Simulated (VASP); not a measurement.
Here is a VASP 6.6.1 calculation.

INCAR

```
ALGO     = Normal         # electronic algorithm
EDIFF    = 1E-7           # SCF threshold, eV
ENCUT    = 520            # plane-wave cutoff, eV
GGA      = PE             # functional
ISIF     = 2              # what is computed and relaxed
ISMEAR   = -1             # smearing method
LASPH    = T              # aspherical terms in the spheres
LCHARG   = F              # write CHGCAR
LREAL    = F              # projectors in reciprocal space
LWAVE    = F              # write WAVECAR
NBANDS   = 38             # bands
NELM     = 80             # most SCF steps
PREC     = Accurate       # precision mode
SIGMA    = 0.05           # smearing width, eV
```

Contents of KPOINTS:

```
k-points
0
Gamma
  10 11 4
```

POSCAR

```
Rh
1.0
    3.1039287500      0.0835919300     -0.1082129900
   -1.4795716400      2.3735625700      0.1674081100
   -0.3536983000      0.4276210200      7.1328960000
Rh
4
Direct
    0.9928434800      0.9913238500      0.0003700100
    0.3354022500      0.6668559100      0.2515807400
    0.9961814200      0.0037929900      0.4977627800
    0.6755728500      0.3380272400      0.7502864800
```

Potentials or basis: VASP PAW PBE potentials, release 64 (Rh_pv).

Run with:

```bash
$ cat potpaw_PBE.64/Rh_pv/POTCAR > POTCAR
$ mpirun -np 1 vasp_std > vasp.out
```

Problem. Estimate the band gap on the k mesh.

Solution. None (metal or under the smearing width).

Problem. Estimate the largest force.

Solution. 2.017 eV/Å.

Stress tensor (GPa, compression positive):
```
 28.96  -1.18  14.96
 -1.18  32.04 -21.00
 14.96 -21.00  83.65
```

Caveat: a pressure of tens of GPa on the cell as given is suspect, and the run, the potentials or the cell itself is likely at fault; forces of over 1 eV/Å show positions far from the minimum, so gaps and moduli don't describe the material at rest.
